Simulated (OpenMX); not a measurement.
The system is SiC (Moissanite).

```
CELL_PARAMETERS angstrom
3.07600 0.00000 0.00000
-1.53800 2.66389 0.00000
0.00000 0.00000 5.04800
ATOMIC_POSITIONS crystal
Si 0.66667 0.33333 0.50000
Si 0.33333 0.66667 0.00000
C 0.66667 0.33333 0.88500
C 0.33333 0.66667 0.38500
```

Base run:

* Program: OpenMX 3.8.5
* Functional: PBE
* Potentials or basis: OpenMX 2013 PBE set, Si7.0-s2p1d1, C6.0-s2p2, grid cutoff 300 Ry
* k mesh: 11 × 11 × 5
* Occupations: fermi-dirac, width 0.05 eV
* Spin: no spin polarisation

Its results: band gap on the k mesh 2.90 eV, indirect (least direct gap 4.48 eV); pressure 5.2 GPa; largest force 0.831 eV/Å.

Q: After a change of settings the same cell gave: band gap on the k mesh 2.66 eV, indirect (least direct gap 4.24 eV); pressure 5.4 GPa; largest force 0.812 eV/Å. Which change was it?
A. potentials or basis from OpenMX 2013 PBE set, Si7.0-s2p1d1, C6.0-s2p2, grid cutoff 300 Ry to OpenMX 2013 PBE set, Si7.0-s3p3d2, C6.0-s3p2d2, grid cutoff 300 Ry
B. potentials or basis from OpenMX 2013 PBE set, Si7.0-s2p1d1, C6.0-s2p2, grid cutoff 300 Ry to OpenMX 2013 PBE set, Si7.0-s2p2d1, C6.0-s2p2d1, grid cutoff 300 Ry
C. functional from PBE to LDA; potentials or basis from OpenMX 2013 PBE set, Si7.0-s2p1d1, C6.0-s2p2, grid cutoff 300 Ry to OpenMX 2013 LDA set, Si7.0-s2p2d1, C6.0-s2p2d1, grid cutoff 300 Ry

A: B.

Caveats: the mesh misses the band edges, which the band path finds closer together; the basis of atomic orbitals isn't converged, which shifts pressures, moduli and gaps.

Not every run made on this cell is shown here.
